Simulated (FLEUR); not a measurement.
TaN: equation of state with PBEsol

The system is TaN.

```
Ta N
1.0
     0.00000    2.21132    2.21132
     2.21132    0.00000    2.21132
     2.21132    2.21132    0.00000
Ta N
1 1
Direct
  0.50000 0.50000 0.50000
  0.00000 0.00000 0.00000
```

The cell comes from a database or a generator and needn't be the stable form of this composition.

```
Program             : FLEUR MaX-R8.1 (later development tree)
Task                : equation of state
Functional          : PBEsol
Potentials or basis : all-electron
Basis               : FLAPW
Kmax                : 5 1/bohr
k mesh              : 10 × 10 × 10
Occupations         : fermi-dirac, width 0.05 eV
Spin                : no spin polarisation
```

```json
{"Equilibrium volume": "10.47 Å³/atom", "Bulk modulus": "355 GPa", "Pressure derivative of the bulk modulus": "4.4 (rough: it moves with the points fitted)"}
```

Energy against volume, from the lowest point:
```
volume (Å³/atom)  energy (meV/atom)
          10.164               9.65
          10.381               0.00
          10.597               0.81
          10.813              10.94
          11.030              29.26
          11.246              54.89
          11.462              87.39
```

The run has no spin-orbit coupling, so splittings on Ta are missing.
